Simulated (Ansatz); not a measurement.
Te: electron density at the nuclei under pressure

```xyz
3
Lattice="4.2341 -2.3712 0.0000 4.2341 2.3712 0.0000 -0.1305 0.0000 3.9573" Properties=species:S:1:pos:R:3 pbc="T T T"
Te    5.6364    0.0000    2.6712
Te    2.7013    0.0000    1.2861
Te    0.0000    0.0000    0.0000
```

Atom numbers follow the list: Te1, Te2, Te3.

The cell is COD entry 1533530, as deposited and not checked against the literature; nothing was relaxed.

No spin–orbit coupling, which matters for the heavy atoms here.

These are results of Ansatz 0.2.0, DFT, LDA, all-electron PAW with datasets made for the crystal, scalar-relativistic, not measurements.

The runs use a Γ-centred 8×8×8 k mesh, Fermi–Dirac smearing of 0.05 eV, cutoff 160 eV (chosen by the program for this cell), no spin polarisation.

The contact density is the mean electron density over the nuclear volume; its changes set Mössbauer isomer shifts. Changes below are taken from the unscaled cell, where it is 1.46282e+06 e/Å³ at Te1, 1.46282e+06 e/Å³ at Te3.

Volumes at which the program chose other datasets or cutoffs are left out.

```tsv
V/V(cell)	P (GPa)	Δρ(0) Te1 (e/Å³)	Δρ(0) Te3 (e/Å³)
0.9800	6.5	-0.20	-0.23
0.9900	5.6	-0.11	-0.12
1.0000	4.7	0.00	0.00
1.0100	3.9	0.09	0.10
1.0200	3.1	0.17	0.19
1.0400	1.7	?	0.45
1.0600	0.3	?	?
```

**Question.** Fill in "Δρ(0) Te1 (e/Å³)" for the row "1.0600".

**Answer.** 0.49.

**Question.** Fill in "Δρ(0) Te1 (e/Å³)" for the row "1.0400".

**Answer.** 0.39.

**Question.** Fill in "Δρ(0) Te3 (e/Å³)" for the row "1.0600".

**Answer.** 0.58.

The datasets are made afresh for each cell, so very small changes are uncertain. Scalar relativity leaves out the p1/2 density at heavy nuclei.
